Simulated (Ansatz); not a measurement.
A trial structure of Ge was built thus: 4-connected net of one element (Pmma, No. 51). Its size is a rough estimate.

Space group Pmma (No. 51). a = 3.945 Å, b = 6.149 Å, c = 5.728 Å, α = 90.00°, β = 90.00°, γ = 90.00°
```csv
atom,site,symmetry,x,y,z
Ge,4k,m..,0.7500,0.3046,0.1196
Ge,2e,mm2,0.2500,0.0000,0.6189
```

All numbers below come from DFT PBE, scalar-relativistic, plane waves, PAW in Ansatz. Cutoff 420 eV, Gaussian smearing, Γ-centred meshes. Cell and atoms relax first on a coarse mesh and then on a finer one. In between, the cell is made exact in the group found at 0.06 Å. In metals the finer mesh still leaves noise of several meV/atom or more. The steps can't lower the symmetry of their start. No spin polarisation.

A guess keeps its type if space group and coordination stay and the shape of the cell changes little (axis ratios within about 15 %, angles within 6°); the volume may change.

Q: Does this structure survive the relaxation?

A: It keeps its type. The symmetry stays Pmma (No. 51). The volume per atom grows by 14.5 %, from 23.2 to 26.5 Å³. The shortest distance goes from 2.40 Å (Ge–Ge) to 2.49 Å (Ge–Ge). Counting neighbours within 15 % of an atom's shortest distance, the start has Ge 4 and the end Ge 4.

Energies count from the standard state of Ge at the same level.

Q: At what energy does it end?

A: +0.13 eV/atom. So it is a metastable form at best.

The last run used a 10×6×6 mesh (in the run's order of axes) for its 6-atom cell and Gaussian smearing of 0.10 eV. A structure relaxed within its symmetry needn't be a true minimum.
